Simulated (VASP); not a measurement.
# Ti (P6_3/mmc) in VASP: further runs

Runs on Ti. Level: PBE. Tasks: relaxation of cell and atoms.

All numbers are computed with VASP 6.6.1; they aren't measurements. Logs are shortened: lines on timing, memory, paths and dates and some standing lists are left out, and cuts for length are marked.

## (1) The structure

It takes space group P6_3/mmc (No. 194, hexagonal). The conventional cell has a = 2.950 Å, b = 2.950 Å, c = 4.680 Å, α = 90.00°, β = 90.00°, γ = 120.00°. Ti (site symmetry -6m2) is surrounded by 12 Ti at 2.89 to 2.95 Å.

## (2) Relaxation of cell and atoms, PBE

File INCAR:

```
SYSTEM = Ti
ALGO     = Normal         ! electronic algorithm
EDIFF    = 1E-7           ! SCF threshold, eV
EDIFFG   = -0.002         ! ionic threshold
ENCUT    = 520            ! plane-wave cutoff, eV
GGA      = PE             ! functional
IBRION   = 2              ! ionic algorithm
ISIF     = 3              ! what is computed and relaxed
ISMEAR   = 0              ! smearing method
LASPH    = .True.         ! aspherical terms in the spheres
LCHARG   = .False.        ! write CHGCAR
LREAL    = .False.        ! projectors in reciprocal space
LWAVE    = .False.        ! write WAVECAR
NELM     = 100            ! most SCF steps
NSW      = 80             ! ionic steps
PREC     = Accurate       ! precision mode
SIGMA    = 0.1            ! smearing width, eV
```

File KPOINTS:

```
k-points
0
Gamma
  6 6 4
  0 0 0
```

File POSCAR:

```
Ti
1.0
    2.9500000000      0.0000000000      0.0000000000
   -1.4750000000      2.5547749400      0.0000000000
    0.0000000000      0.0000000000      4.6800000000
Ti
2
Direct
    0.3333333300      0.6666666700      0.2500000000
    0.6666666700      0.3333333300      0.7500000000
```

Potentials or basis: VASP PAW PBE potentials, release 64 (Ti_sv).

Command:

```bash
$ cat potpaw_PBE.64/Ti_sv/POTCAR > POTCAR
$ mpirun -np 1 vasp_std > vasp.out
```

OUTCAR:

```text
SYSTEM = Ti
   EDIFF = 1E-7
   EDIFFG = -0.002
   ENCUT = 520
   GGA = PE
   IBRION = 2
   ISIF = 3
   ISMEAR = 0
   LASPH = .True.
   LREAL = .False.
   NELM = 100
   NSW = 80
   PREC = Accurate

 ion  position               nearest neighbor table
   1  0.333  0.667  0.250-   2 2.89   2 2.89   2 2.89   2 2.89   2 2.89   2 2.89
   2  0.667  0.333  0.750-   1 2.89   1 2.89   1 2.89   1 2.89   1 2.89   1 2.89

  LATTYP: Found a hexagonal cell.
 ALAT       =     2.9500000000
 C/A-ratio  =     1.5864406780

  Lattice vectors:

 A1 = (   2.9500000000,   0.0000000000,   0.0000000000)
 A2 = (  -1.4750000000,   2.5547749400,   0.0000000000)
 A3 = (   0.0000000000,   0.0000000000,   4.6800000000)

Analysis of symmetry for initial positions (statically):
=====================================================================
 Subroutine PRICEL returns:
 Original cell was already a primitive cell.

 Routine SETGRP: Setting up the symmetry group for a
 hexagonal supercell.

 Subroutine GETGRP returns: Found 24 space group operations
 (whereof 12 operations were pure point group operations)
 out of a pool of 24 trial point group operations.

The static configuration has the point symmetry D_3d.
 The point group associated with its full space group is D_6h.

Analysis of symmetry for dynamics (positions and initial velocities):
=====================================================================
 Subroutine PRICEL returns:
 Original cell was already a primitive cell.

 Routine SETGRP: Setting up the symmetry group for a
 hexagonal supercell.

 Subroutine GETGRP returns: Found 24 space group operations
 (whereof 12 operations were pure point group operations)
 out of a pool of 24 trial point group operations.

The dynamic configuration has the point symmetry D_3d.
 The point group associated with its full space group is D_6h.

 Subroutine INISYM returns: Found 24 space group operations
 (whereof 12 operations are pure point group operations),
 and found     1 'primitive' translations

----------------------------------------------------------------------------------------

                                     Primitive cell

  volume of cell :      35.2712

  direct lattice vectors                    reciprocal lattice vectors
     2.950000000  0.000000000  0.000000000     0.338983051  0.195711956  0.000000000
    -1.475000000  2.554774940  0.000000000     0.000000000  0.391423911  0.000000000
[... 72 lines left out ...]
   PREC   = accura    normal or accurate (medium, high low for compatibility)
   ISTART =      0    job   : 0-new  1-cont  2-samecut
   ICHARG =      2    charge: 1-file 2-atom 10-const
   ISPIN  =      1    spin polarized calculation?
   LNONCOLLINEAR =      F non collinear calculations
   LSORBIT =      F    spin-orbit coupling
   LASPH  =      T    aspherical Exc in radial PAW
   ENCUT  =  520.0 eV  38.22 Ry    6.18 a.u.   5.49  5.49  8.70*2*pi/ulx,y,z
   NELM   =    100;   NELMIN=  2; NELMDL= -5     # of ELM steps
   EDIFF  = 0.1E-06   stopping-criterion for ELM
   LREAL  =      F    real-space projection
   EDIFFG = -.2E-02   stopping-criterion for IOM
   NSW    =     80    number of steps for IOM
   IBRION =      2    ionic relax: 0-MD 1-quasi-New 2-CG
   NFREE  =      1    steps in history (QN), initial steepest desc. (CG)
   ISIF   =      3    stress and relaxation
   ISYM   =      2    0-nonsym 1-usesym 2-fastsym
   POTIM  = 0.5000    time-step for ionic-motion
   TEBEG  =    0.0;   TEEND  =   0.0 temperature during run
   PSTRESS=    0.0 pullay stress
   NELECT =      24.0000    total number of electrons
   NUPDOWN=      -1.0000    fix difference up-down
   EMIN   =  10.00;   EMAX   =-10.00  energy-range for DOS
   EFERMI =   0.00;   METHOD = LEGACY
   ISMEAR =     0;   SIGMA  =   0.10  broadening in eV -4-tet -1-fermi 0-gaus
   EFERMI_NEDOS =   21; number of points for ismear=-14 and -15
   IALGO  =     38    algorithm
   IMIX   =      4    mixing-type and parameters
     AMIX     =   0.40;   BMIX     =  1.00
     AMIX_MAG =   1.60;   BMIX_MAG =  1.00
  volume/ion in A,a.u.               =      17.64       119.01
  Fermi-wavevector in a.u.,A,eV,Ry     =   1.439920  2.721055 28.209912  2.073370
  Thomas-Fermi vector in A             =   2.558722
   LORBIT       =      0    0 simple, 1 ext, 2 COOP (PROOUT), +10 PAW based schemes
   GGA     = PE    functional components
   LHFCALC =     F    Hartree Fock is set to
   AEXX    =    0.0000 exact exchange contribution
   IVDW    =     0    specifies the selected vdW correction
   LEPSILON=     F    determine dielectric tensor
   LRPA    =     F    only Hartree local field effects (RPA)
 conjugate gradient relaxation of ions
 non-spin polarized calculation
 Gauss-broadening in eV      SIGMA  =   0.10
  energy-cutoff  :      520.00
  volume of cell :       35.27
 maximum number of plane-waves:       966
 NGX is ok and might be reduce to    24
   NGX = 11   NGY = 11   NGZ = 17

--------------------------------------- Ionic step        1  -------------------------------------------

 number of electron      24.0000002 magnetization

 Free energy of the ion-electron system (eV)
  ---------------------------------------------------
  ext. energy  EPLUGINS =         0.00000000
  ---------------------------------------------------
  free energy    TOTEN  =       -15.65990670 eV

  energy without entropy =      -15.64150890  energy(sigma->0) =      -15.65070780

------------------------ aborting loop because EDIFF is reached ----------------------------------------

  FORCE on cell =-STRESS in cart. coord.  units (eV):
  Direction    XX          YY          ZZ          XY          YZ          ZX
  --------------------------------------------------------------------------------------
  -------------------------------------------------------------------------------------
  Total       -0.4346900     -0.4346900     -0.2745726      0.0000000     -0.0000000      0.0000000
  in kB      -19.7455697    -19.7455697    -12.4723221      0.0000000     -0.0000000      0.0000000
  external PRESSURE =     -17.3211538 kB  Pullay stress =       0.0000000 kB
[... 167 lines left out ...]
--------------------------------------- Ionic step        6  -------------------------------------------

 number of electron      23.9999995 magnetization

 Free energy of the ion-electron system (eV)
  ---------------------------------------------------
  ext. energy  EPLUGINS =         0.00000000
  ---------------------------------------------------
  free energy    TOTEN  =       -15.66360800 eV

  energy without entropy =      -15.64605535  energy(sigma->0) =      -15.65483168

 E-fermi :   8.4203     XC(G=0): -11.5014

 val. band max:        8.3879611556   @ k =   0.0000   0.0000   0.5000
 cond. band min:       8.4330911632   @ k =   0.0000   0.0000   0.2500
 fundamental gap:      0.0451300076
 Fermi energy:         8.4203408612

 k-point     1 :       0.0000    0.0000    0.0000
  band No.  band energies     occupation
      1     -48.4976      2.00000
      2     -48.3665      2.00000
      3     -25.0740      2.00000
      4     -24.4348      2.00000
      5     -24.4348      2.00000
      6     -24.3811      2.00000
[... 417 lines left out ...]
  FREE ENERGIE OF THE ION-ELECTRON SYSTEM (eV)
  ---------------------------------------------------
  free  energy   TOTEN  =       -15.6636079998 eV

  energy  without entropy=      -15.6460553532  energy(sigma->0) =      -15.65483168

 reached required accuracy - stopping structural energy minimisation
```

OSZICAR:

```text
N       E                     dE             d eps       ncg     rms          rms(c)
DAV:   1     0.254901387811E+03    0.25490E+03   -0.14044E+04   672   0.188E+03
DAV:   2     0.106478353539E+02   -0.24425E+03   -0.24283E+03   696   0.496E+02
DAV:   3    -0.165536709869E+02   -0.27202E+02   -0.27050E+02  1312   0.137E+02
DAV:   4    -0.177294363417E+02   -0.11758E+01   -0.11757E+01   728   0.296E+01
[... 59 lines left out ...]
DAV:   1    -0.156636220094E+02   -0.14712E-04   -0.92358E-04   696   0.436E-01    0.292E-02
DAV:   2    -0.156636123105E+02    0.96989E-05   -0.54180E-05   672   0.918E-02    0.142E-02
DAV:   3    -0.156636081195E+02    0.41910E-05   -0.12860E-05   928   0.354E-02    0.162E-03
DAV:   4    -0.156636080818E+02    0.37705E-07   -0.11370E-06   744   0.147E-02    0.987E-04
DAV:   5    -0.156636079998E+02    0.81983E-07   -0.44609E-08   360   0.230E-03
   6 F= -.15663608E+02 E0= -.15654832E+02  d E =-.361688E-03
```

CONTCAR:

```text
Ti
   1.00000000000000
     2.9232989656809960    0.0000000000000000    0.0000000000000000
    -1.4616494828404980    2.5316511660039289   -0.0000000000000000
    -0.0000000000000000   -0.0000000000000000    4.6887474543517449
  Ti
     2
Direct
     0.3333333300000021    0.6666666699999979    0.2500000000000000
     0.6666666699999979    0.3333333300000021    0.7500000000000000

  0.00000000E+00  0.00000000E+00  0.00000000E+00
  0.00000000E+00  0.00000000E+00  0.00000000E+00
```

Run time: 23 s. Hardware: 1 thread of Intel Xeon 6975P-C (Granite Rapids), shared host; peak memory 0.16 GiB.

Results:

```
Free energy                            : -15.6636 eV
Relaxed volume                         : 17.35 Å³/atom
Relaxed cell                           : a = 2.923 Å, b = 2.923 Å, c = 4.689 Å, α = 90.00°, β = 90.00°, γ = 120.00°
Space group after relaxing (to 0.05 Å) : P6_3/mmc (No. 194)
Energy gained by relaxing              : 1.9 meV/atom
Ionic steps                            : 6
Pressure after relaxing                : 0.0 GPa
Band gap on the k mesh                 : none (metal or under the smearing width)
```

Step by step:
```csv
step,energy change (eV),largest force (eV/Å),pressure (GPa),volume (Å³)
1,0.0000,0.0000,-1.73,35.27
2,-0.0019,0.0000,1.27,34.31
3,-0.0033,0.0000,0.05,34.68
4,-0.0035,0.0000,0.03,34.69
5,-0.0037,0.0000,0.01,34.70
6,-0.0037,0.0000,0.00,34.70
```

Final structure:
```
CELL_PARAMETERS angstrom
2.92330 0.00000 0.00000
-1.46165 2.53165 0.00000
0.00000 0.00000 4.68875
ATOMIC_POSITIONS crystal
Ti 0.33333 0.66667 0.25000
Ti 0.66667 0.33333 0.75000
```

Caveat: the k mesh is coarse (spacing up to 0.41 Å⁻¹), so the values aren't converged.

## (3) Relaxation of cell and atoms, PBE

This run uses another cell than the first one, of 17.35 Å³/atom, 0.984 times its volume.

INCAR is that of step 2.

KPOINTS is that of step 2.

File POSCAR:

```
Ti                                      
1.0
    2.9232989657      0.0000000000      0.0000000000
   -1.4616494828      2.5316511660     -0.0000000000
   -0.0000000000     -0.0000000000      4.6887474544
  Ti            
     2
Direct
     0.3333333300000021    0.6666666699999979    0.2500000000000000
     0.6666666699999979    0.3333333300000021    0.7500000000000000
```

Potentials or basis: VASP PAW PBE potentials, release 64 (Ti_sv).

Command:

```bash
$ cat potpaw_PBE.64/Ti_sv/POTCAR > POTCAR
$ mpirun -np 1 vasp_std > vasp.out
```

Wall time 6.4 s (1 thread of Intel Xeon 6975P-C (Granite Rapids), shared host); peak memory 0.15 GiB.

It converged, with:

```yaml
Free_energy: -15.6634 eV
Pressure_after_relaxing: 0.0 GPa
Band_gap_on_the_k_mesh: none (metal or under the smearing width)
```

Final structure:
```
CELL_PARAMETERS angstrom
2.92330 0.00000 0.00000
-1.46165 2.53165 0.00000
0.00000 0.00000 4.68875
ATOMIC_POSITIONS crystal
Ti 0.33333 0.66667 0.25000
Ti 0.66667 0.33333 0.75000
```

Levels at points of the mesh, in eV from the Fermi level:
```
           k point  band 10  band 11  band 12  band 13  band 14  band 15
(0.00, 0.00, 0.00)    -2.77     0.59     0.72     0.72     0.74     1.20
(0.50, 0.00, 0.00)    -2.23    -1.93    -0.65     0.48     0.52     1.06
(0.00, 0.00, 0.50)    -4.45    -0.03    -0.03     0.65     0.65     0.65
(0.50, 0.00, 0.50)    -2.62    -0.91    -0.91     1.27     1.27     1.70
```

Caveat: the k mesh is coarse (spacing up to 0.41 Å⁻¹), so the values aren't converged; the relaxation stopped at its first step, so nothing moved.
